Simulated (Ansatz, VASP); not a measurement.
One calculation of CdSe, two programs

The input INCAR:

```
PREC = Accurate
ENCUT = 520
EDIFF = 1E-6
ISMEAR = 0
SIGMA = 0.05
LREAL = False
LASPH = True
NELM = 60
ALGO = Normal
ISIF = 2
LWAVE = False
LCHARG = False
GGA = PE
NBANDS = 16
```

File KPOINTS:

```
regular mesh
0
Gamma
  10 10 10
```

POSCAR

```
CdSe
1.0
    0.0000000000      3.0692081882      3.0692081882
    3.0692081882      0.0000000000      3.0692081882
    3.2404700051      3.2404700051     -0.1712618169
Cd Se
1 1
Direct
    0.0000000000      0.0000000000      0.0000000000
    0.7500000000      0.7500000000      0.7500000000
```

Input for Ansatz:

```yaml
crystal:
  lattice:
    - [0.0, 3.0692081882, 3.0692081882]
    - [3.0692081882, 0.0, 3.0692081882]
    - [3.2404700051, 3.2404700051, -0.1712618169]
  atoms:
    - { symbol: Cd, position: [0.0, 0.0, 0.0] }
    - { symbol: Se, position: [0.75, 0.75, 0.75] }
basis:
  ecutwfc: 420
kpoints:
  mp_grid: { grid: [10, 10, 10] }
hamiltonian:
  xc: pbe
scf:
  occupations: { method: gaussian, width: 0.05 }
output:
  forces: true
  stress: true
  eigenvalues: true
```

Alike in both runs: task single point; functional PBE; k mesh 10 × 10 × 10; occupations gaussian, width 0.05 eV; no spin polarisation.

|  | VASP | Ansatz |
| --- | --- | --- |
| version | VASP 6.6.1 | Ansatz 0.2.0 |
| potentials or method | VASP PAW PBE potentials, release 64 (Cd, Se) | scalar-relativistic, plane waves, PAW |
| plane-wave cutoff (eV) | 520 | 420 |
| valence electrons in the cell | 18 | 36 |

Ansatz gave:

* gap on the k mesh at the Fermi level (eV): 0.38
* least direct gap on the mesh (eV): 0.38
* pressure (GPa): -1.7
* largest component of the traceless stress (GPa): 1.41
* rms of the force components (eV/Å): 0.115

Q: Estimate VASP's values.

A: gap on the k mesh at the Fermi level (eV): 0.37; least direct gap on the mesh (eV): 0.37; pressure (GPa): -1.5; largest component of the traceless stress (GPa): 1.45; rms of the force components (eV/Å): 0.124.

Atom by atom the forces differ by 0.009 eV/Å (rms over components). The two sets of potentials don't hold the same shells in valence.
